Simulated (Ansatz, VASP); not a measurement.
# One calculation of Ti, two programs

```
Ti
1.0
     2.95000    0.00000    0.00000
    -1.47500    2.55477    0.00000
     0.00000    0.00000    4.68000
Ti
2
Direct
  0.66667 0.33333 0.75000
  0.33333 0.66667 0.25000
```

Alike in both runs: task relaxation of cell and atoms; functional revPBE; dispersion D4; k mesh 10 × 10 × 6; occupations fermi-dirac, width 0.05 eV; no spin polarisation.

|  | VASP | Ansatz |
| --- | --- | --- |
| version | VASP 6.6.1 | Ansatz 0.2.0 |
| potentials or method | VASP PAW PBE potentials, release 64 (Ti_sv) | Ansatz PAW |
| plane-wave cutoff (eV) | 600 | 420 |
| valence electrons in the cell | 24 | 24 |

VASP gave:

```
relaxed volume (Å³/atom)                                     : 17.27
relaxed cell length with the largest relative difference (Å) : 2.931
energy change over the relaxation (meV/atom)                 : -3
```

Task: Which values does Ansatz return?

Result: Relaxed volume (Å³/atom): 17.31; relaxed cell length with the largest relative difference (Å): 2.935; energy change over the relaxation (meV/atom): -2.

Caveats: the PAW data sets were made with another functional, which shifts forces and pressure a little (VASP); pairwise dispersion overbinds metals, which lowers pressure and volume (VASP); the plane-wave basis is chosen anew once the cell has moved, so the energies of steps on either side of that aren't comparable (Ansatz); the PAW data sets come from PBE, with cores solved anew for the run's functional, which leaves a small shift of forces and pressure (Ansatz).
